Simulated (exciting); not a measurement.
# Be (P6_3/mmc) in exciting: equation of state

How stiff is Be in PBE, and what volume does it want? The cell is scaled to several volumes.

Everything below comes from runs of exciting (release sodium). Logs are shortened: lines on timing, memory, paths and dates and some standing lists are left out, and cuts for length are marked.

## Step 1: The crystal as given

Symmetry: P6_3/mmc, No. 194, hexagonal system. The conventional cell has a = 2.285 Å, b = 2.285 Å, c = 3.584 Å, α = 90.00°, β = 90.00°, γ = 120.00°. Around Be (site symmetry -6m2) lie 12 Be at 2.23 to 2.29 Å.

## Step 2: Equation of state, PBE, 7.62 Å³/atom (volume scaled by 0.94)

The input, input.xml:

```xml
<input>
  <title>Be</title>
  <structure speciespath="./" tshift="false">
    <crystal scale="1">
      <basevect>4.230431863042 0.000000000000 0.000000000000</basevect>
      <basevect>-2.115215931521 3.663661462465 0.000000000000</basevect>
      <basevect>0.000000000000 0.000000000000 6.634889898053</basevect>
    </crystal>
    <species speciesfile="Be.xml" rmt="1.45">
      <atom coord="0.666666666700 0.333333333300 0.750000000000"/>
      <atom coord="0.333333333300 0.666666666700 0.250000000000"/>
    </species>
  </structure>
  <groundstate do="fromscratch" ngridk="13 13 8" rgkmax="7" gmaxvr="14" lmaxapw="10" lmaxmat="10" lmaxvr="8" xctype="GGA_PBE" stype="Fermi Dirac" swidth="0.00183747" nempty="10" ValenceRelativity="iora*" epsengy="1e-05" epspot="1e-05" maxscl="60" outputlevel="normal"/>
</input>
```

Potentials or basis: all-electron LAPW+lo, shipped species files, valence relativity iora*.

The run is started by

```
$ OMP_NUM_THREADS=1 exciting_smp
```

INFO.OUT:

```text
================================================================================
EXCITING SODIUM started
[... 10 lines left out ...]

 Lattice vectors (cartesian) :
      4.2304318630      0.0000000000      0.0000000000
     -2.1152159315      3.6636614625      0.0000000000
      0.0000000000      0.0000000000      6.6348898981

 Reciprocal lattice vectors (cartesian) :
      1.4852349620      0.8575008051     -0.0000000000
      0.0000000000      1.7150016102      0.0000000000
      0.0000000000     -0.0000000000      0.9469916462

 Unit cell volume                           :     102.8332972297
 Brillouin zone volume                      :       2.4121585141

 Species :    1 (Be)
     parameters loaded from                 :    Be.xml
     name                                   :    beryllium
     nuclear charge                         :      -4.00000000
     electronic charge                      :       4.00000000
     atomic mass                            :   16428.20279000
     muffin-tin radius                      :       1.45000000
     # of radial points in muffin-tin       :     250

     atomic positions (lattice) :
       1 :   0.66666667  0.33333333  0.75000000
       2 :   0.33333333  0.66666667  0.25000000

 Total number of atoms per unit cell        :       2

 Spin treatment                             :    spin-unpolarised

 Number of Bravais lattice symmetries       :      24
 Number of crystal symmetries               :      12

 k-point grid                               :      13   13    8
 Total number of k-points                   :     147
 k-point set is reduced with crystal symmetries

 R^MT_min * |G+k|_max (rgkmax)              :       7.00000000
 Species with R^MT_min                      :       1 (Be)
 Maximum |G+k| for APW functions            :       4.82758621
 Maximum |G| for potential and density      :      14.00000000

 G-vector grid sizes                        :      20    20    30
 Total number of G-vectors                  :    4733

 Maximum angular momentum used for
     APW functions                          :      10
     computing H and O matrix elements      :      10
     potential and density                  :       8
     inner part of muffin-tin               :       2

 Total nuclear charge                       :      -8.00000000
 Total electronic charge                    :       8.00000000
 Total core charge                          :       4.00000000
 Total valence charge                       :       4.00000000

 Number of empty states                     :      10
 Total number of valence states             :      13

 Maximum Hamiltonian size                   :     216
 Maximum number of plane-waves              :     214
 Total number of local-orbitals             :       2

 Exchange-correlation type                  :      20
[... 23 lines left out ...]
+ SCF iteration number :    1                                                  +
++++++++++++++++++++++++++++++++++++++++++++++++++++++++++++++++++++++++++++++++
 Total energy                               :       -29.49645372
 _______________________________________________________________
 Fermi energy                               :         0.28457247
 Kinetic energy                             :        29.40576931
 Coulomb energy                             :       -53.05381930
 Exchange energy                            :        -5.57422988
 Correlation energy                         :        -0.27417386

 DOS at Fermi energy (states/Ha/cell)       :         2.92487916

 Electron charges :
     core                                   :         4.00000000
     core leakage                           :         0.01400475
     valence                                :         4.00000000
     interstitial                           :         3.08725272
     charge in muffin-tin spheres :
                  atom     1    Be          :         2.45637364
                  atom     2    Be          :         2.45637364
     total charge in muffin-tins            :         4.91274728
     total charge                           :         8.00000000

++++++++++++++++++++++++++++++++++++++++++++++++++++++++++++++++++++++++++++++++
+ SCF iteration number :    2                                                  +
++++++++++++++++++++++++++++++++++++++++++++++++++++++++++++++++++++++++++++++++
 Total energy                               :       -29.50727106
 _______________________________________________________________
 Fermi energy                               :         0.28409592
 Kinetic energy                             :        29.39986640
 Coulomb energy                             :       -53.05833163
 Exchange energy                            :        -5.57462274
 Correlation energy                         :        -0.27418309

 DOS at Fermi energy (states/Ha/cell)       :         2.95190129

 Electron charges :
     core                                   :         4.00000000
     core leakage                           :         0.01398358
     valence                                :         4.00000000
     interstitial                           :         3.08747112
     charge in muffin-tin spheres :
                  atom     1    Be          :         2.45626444
                  atom     2    Be          :         2.45626444
     total charge in muffin-tins            :         4.91252888
     total charge                           :         8.00000000

 RMS change in effective potential (target) :   65.3276      ( 0.100000E-04)
 Absolute change in total energy   (target) :  0.108173E-01  ( 0.100000E-04)
 Charge distance                   (target) :  0.440334E-03  ( 0.100000E-04)

++++++++++++++++++++++++++++++++++++++++++++++++++++++++++++++++++++++++++++++++
+ SCF iteration number :    3                                                  +
++++++++++++++++++++++++++++++++++++++++++++++++++++++++++++++++++++++++++++++++
 Total energy                               :       -29.51612534
 _______________________________________________________________
 Fermi energy                               :         0.28369541
 Kinetic energy                             :        29.39489813
 Coulomb energy                             :       -53.06190035
 Exchange energy                            :        -5.57493291
 Correlation energy                         :        -0.27419021

 DOS at Fermi energy (states/Ha/cell)       :         2.97469899

 Electron charges :
     core                                   :         4.00000000
     core leakage                           :         0.01396644
     valence                                :         4.00000000
     interstitial                           :         3.08765639
     charge in muffin-tin spheres :
                  atom     1    Be          :         2.45617180
                  atom     2    Be          :         2.45617180
     total charge in muffin-tins            :         4.91234361
     total charge                           :         8.00000000
[... 128 lines left out ...]
 DOS at Fermi energy (states/Ha/cell)       :         3.03267572

 Electron charges :
     core                                   :         4.00000000
     core leakage                           :         0.01392360
     valence                                :         4.00000000
     interstitial                           :         3.08819060
     charge in muffin-tin spheres :
                  atom     1    Be          :         2.45590470
                  atom     2    Be          :         2.45590470
     total charge in muffin-tins            :         4.91180940
     total charge                           :         8.00000000

 RMS change in effective potential (target) :  0.407308E-06  ( 0.100000E-04)
 Absolute change in total energy   (target) :  0.370710E-05  ( 0.100000E-04)
 Charge distance                   (target) :  0.331771E-06  ( 0.100000E-04)

++++++++++++++++++++++++++++++++++++++++++++++++++++++++++++++++++++++++++++++++
+ SCF iteration number :    9                                                  +
++++++++++++++++++++++++++++++++++++++++++++++++++++++++++++++++++++++++++++++++
 Total energy                               :       -29.53910880
 _______________________________________________________________
 Fermi energy                               :         0.28255953
 Kinetic energy                             :        29.38061308
 Coulomb energy                             :       -53.06989615
 Exchange energy                            :        -5.57562151
 Correlation energy                         :        -0.27420422

 DOS at Fermi energy (states/Ha/cell)       :         3.03267542

 Electron charges :
     core                                   :         4.00000000
     core leakage                           :         0.01392360
     valence                                :         4.00000000
     interstitial                           :         3.08819059
     charge in muffin-tin spheres :
                  atom     1    Be          :         2.45590470
                  atom     2    Be          :         2.45590470
     total charge in muffin-tins            :         4.91180941
     total charge                           :         8.00000000

 RMS change in effective potential (target) :  0.175296E-06  ( 0.100000E-04)
 Absolute change in total energy   (target) :  0.795579E-07  ( 0.100000E-04)
 Charge distance                   (target) :  0.332725E-06  ( 0.100000E-04)

++++++++++++++++++++++++++++++++++++++++++++++++++++++++++++++++++++++++++++++++
| Convergency criteria checked for the last 2 iterations                       +
| Convergence targets achieved. Performing final SCF iteration                 +
++++++++++++++++++++++++++++++++++++++++++++++++++++++++++++++++++++++++++++++++
 Total energy                               :       -29.53910879
 _______________________________________________________________
 Fermi energy                               :         0.28255953
 Kinetic energy                             :        29.38061309
 Coulomb energy                             :       -53.06989615
 Exchange energy                            :        -5.57562151
 Correlation energy                         :        -0.27420422

 DOS at Fermi energy (states/Ha/cell)       :         3.03267544

 Electron charges :
     core                                   :         4.00000000
     core leakage                           :         0.01392360
     valence                                :         4.00000000
     interstitial                           :         3.08819059
     charge in muffin-tin spheres :
                  atom     1    Be          :         2.45590470
                  atom     2    Be          :         2.45590470
     total charge in muffin-tins            :         4.91180941
     total charge                           :         8.00000000

++++++++++++++++++++++++++++++++++++++++++++++++++++++++++++++++++++++++++++++++
[... 12 lines left out ...]
| EXCITING SODIUM stopped                                                      =
================================================================================
```

Run time: 63 s. Hardware: 1 thread of Arm Neoverse V2, shared host; peak memory 0.12 GiB.

Results:

```yaml
Free_energy: -803.8011 eV
Band_gap_on_the_k_mesh: none (metal or under the smearing width)
All_electrons_inside_the_program's_atomic_spheres: Be 2.46 (radii Be 1.45 bohr)
```

## Step 3: Equation of state, PBE, 7.78 Å³/atom (volume scaled by 0.96)

input.xml, as its differences from that of step 2:

```diff
@@ -4,5 +4,5 @@
     <crystal scale="1">
-      <basevect>4.230431863042 0.000000000000 0.000000000000</basevect>
-      <basevect>-2.115215931521 3.663661462465 0.000000000000</basevect>
-      <basevect>0.000000000000 0.000000000000 6.634889898053</basevect>
+      <basevect>4.260224618428 0.000000000000 0.000000000000</basevect>
+      <basevect>-2.130112309214 3.689462745511 0.000000000000</basevect>
+      <basevect>0.000000000000 0.000000000000 6.681616014164</basevect>
     </crystal>
```

Potentials or basis: all-electron LAPW+lo, shipped species files, valence relativity iora*.

The run is started by

```
$ OMP_NUM_THREADS=1 exciting_smp
```

Wall time 65 s (1 thread of Arm Neoverse V2, shared host); peak memory 0.12 GiB.

The run converged. Its results:

* Free energy: -803.8086 eV
* Band gap on the k mesh: none (metal or under the smearing width)
* All electrons inside the program's atomic spheres: Be 2.45 (radii Be 1.45 bohr)

Caveat: the log's total energy holds no entropy term; the free energy is that total less TS from the occupations.

## Step 4: Equation of state, PBE, 7.94 Å³/atom (volume scaled by 0.98)

input.xml, as its differences from that of step 3:

```diff
@@ -4,5 +4,5 @@
     <crystal scale="1">
-      <basevect>4.260224618428 0.000000000000 0.000000000000</basevect>
-      <basevect>-2.130112309214 3.689462745511 0.000000000000</basevect>
-      <basevect>0.000000000000 0.000000000000 6.681616014164</basevect>
+      <basevect>4.289606406380 0.000000000000 0.000000000000</basevect>
+      <basevect>-2.144803203190 3.714908120184 0.000000000000</basevect>
+      <basevect>0.000000000000 0.000000000000 6.727697580788</basevect>
     </crystal>
```

The run is started by

```
$ OMP_NUM_THREADS=1 exciting_smp
```

Run time: 68 s. Hardware: 1 thread of Arm Neoverse V2, shared host; peak memory 0.12 GiB.

Results (log left out):

| Quantity | Value |
| --- | --- |
| Free energy | -803.8106 eV |
| Band gap on the k mesh | none (metal or under the smearing width) |
| All electrons inside the program's atomic spheres | Be 2.44 (radii Be 1.45 bohr) |

Caveat: the log's total energy holds no entropy term; the free energy is that total less TS from the occupations.

## Step 5: Equation of state, PBE, 8.11 Å³/atom

input.xml, as its differences from that of step 4:

```diff
@@ -4,5 +4,5 @@
     <crystal scale="1">
-      <basevect>4.289606406380 0.000000000000 0.000000000000</basevect>
-      <basevect>-2.144803203190 3.714908120184 0.000000000000</basevect>
-      <basevect>0.000000000000 0.000000000000 6.727697580788</basevect>
+      <basevect>4.318591112607 0.000000000000 0.000000000000</basevect>
+      <basevect>-2.159295556304 3.740009612135 0.000000000000</basevect>
+      <basevect>0.000000000000 0.000000000000 6.773156375884</basevect>
     </crystal>
```

The run is started by

```
$ OMP_NUM_THREADS=1 exciting_smp
```

Wall time 70 s (1 thread of Arm Neoverse V2, shared host); peak memory 0.12 GiB.

The run converged. Its results:

```yaml
Free_energy: -803.8076 eV
Band_gap_on_the_k_mesh: none (metal or under the smearing width)
All_electrons_inside_the_program's_atomic_spheres: Be 2.43 (radii Be 1.45 bohr)
```

Caveat: the log's total energy holds no entropy term; the free energy is that total less TS from the occupations.

## Step 6: Equation of state, PBE, 8.27 Å³/atom (volume scaled by 1.02)

input.xml, as its differences from that of step 5:

```diff
@@ -4,5 +4,5 @@
     <crystal scale="1">
-      <basevect>4.318591112607 0.000000000000 0.000000000000</basevect>
-      <basevect>-2.159295556304 3.740009612135 0.000000000000</basevect>
-      <basevect>0.000000000000 0.000000000000 6.773156375884</basevect>
+      <basevect>4.347191887335 0.000000000000 0.000000000000</basevect>
+      <basevect>-2.173595943667 3.764778609609 0.000000000000</basevect>
+      <basevect>0.000000000000 0.000000000000 6.818013023356</basevect>
     </crystal>
```

Potentials or basis: all-electron LAPW+lo, shipped species files, valence relativity iora*.

The run is started by

```
$ OMP_NUM_THREADS=1 exciting_smp
```

Wall time 72 s (1 thread of Arm Neoverse V2, shared host); peak memory 0.12 GiB.

It converged, with:

```
Free energy                                       : -803.8000 eV
Band gap on the k mesh                            : none (metal or under the smearing width)
All electrons inside the program's atomic spheres : Be 2.42 (radii Be 1.45 bohr)
```

Caveat: the log's total energy holds no entropy term; the free energy is that total less TS from the occupations.

## Step 7: Equation of state, PBE, 8.43 Å³/atom (volume scaled by 1.04)

input.xml, as its differences from that of step 6:

```diff
@@ -4,5 +4,5 @@
     <crystal scale="1">
-      <basevect>4.347191887335 0.000000000000 0.000000000000</basevect>
-      <basevect>-2.173595943667 3.764778609609 0.000000000000</basevect>
-      <basevect>0.000000000000 0.000000000000 6.818013023356</basevect>
+      <basevect>4.375421197086 0.000000000000 0.000000000000</basevect>
+      <basevect>-2.187710598543 3.789225908989 0.000000000000</basevect>
+      <basevect>0.000000000000 0.000000000000 6.862287075824</basevect>
     </crystal>
```

The run is started by

```
$ OMP_NUM_THREADS=1 exciting_smp
```

Run time: 75 s. Hardware: 1 thread of Arm Neoverse V2, shared host; peak memory 0.12 GiB.

The run converged. Its results:

| Quantity | Value |
| --- | --- |
| Free energy | -803.7881 eV |
| Band gap on the k mesh | none (metal or under the smearing width) |
| All electrons inside the program's atomic spheres | Be 2.42 (radii Be 1.45 bohr) |

Caveat: the log's total energy holds no entropy term; the free energy is that total less TS from the occupations.

## Step 8: Equation of state, PBE, 8.59 Å³/atom (volume scaled by 1.06)

input.xml, as its differences from that of step 7:

```diff
@@ -4,5 +4,5 @@
     <crystal scale="1">
-      <basevect>4.375421197086 0.000000000000 0.000000000000</basevect>
-      <basevect>-2.187710598543 3.789225908989 0.000000000000</basevect>
-      <basevect>0.000000000000 0.000000000000 6.862287075824</basevect>
+      <basevect>4.403290873248 0.000000000000 0.000000000000</basevect>
+      <basevect>-2.201645436530 3.813361756559 0.000000000000</basevect>
+      <basevect>0.000000000000 0.000000000000 6.905997089073</basevect>
     </crystal>
```

The run is started by

```
$ OMP_NUM_THREADS=1 exciting_smp
```

Run time: 77 s. Hardware: 1 thread of Arm Neoverse V2, shared host; peak memory 0.12 GiB.

Results (log left out):

```
Free energy                                       : -803.7724 eV
Band gap on the k mesh                            : none (metal or under the smearing width)
All electrons inside the program's atomic spheres : Be 2.41 (radii Be 1.45 bohr)
```

Caveat: the log's total energy holds no entropy term; the free energy is that total less TS from the occupations.

## Step 9: Equation of state, PBE

Potentials or basis: all-electron LAPW+lo, shipped species files, valence relativity iora*.

This step only gathers the single runs of the series.

What came out:

| Item | Value |
| --- | --- |
| Equilibrium volume | 7.92 Å³/atom |
| Bulk modulus at fixed shape and positions | 123 GPa |
| Pressure derivative of the bulk modulus | 3.3 |

Energy against volume, from the lowest point:
| volume (Å³/atom) | energy (meV/atom) |
| --- | --- |
| 7.619 | 4.76 |
| 7.781 | 1.01 |
| 7.943 | 0.00 |
| 8.105 | 1.51 |
| 8.268 | 5.33 |
| 8.430 | 11.25 |
| 8.592 | 19.12 |

Caveat: the cell was scaled at fixed shape and fractional positions, which overstates the stiffness of a crystal with free parameters, most of all of layers and chains.
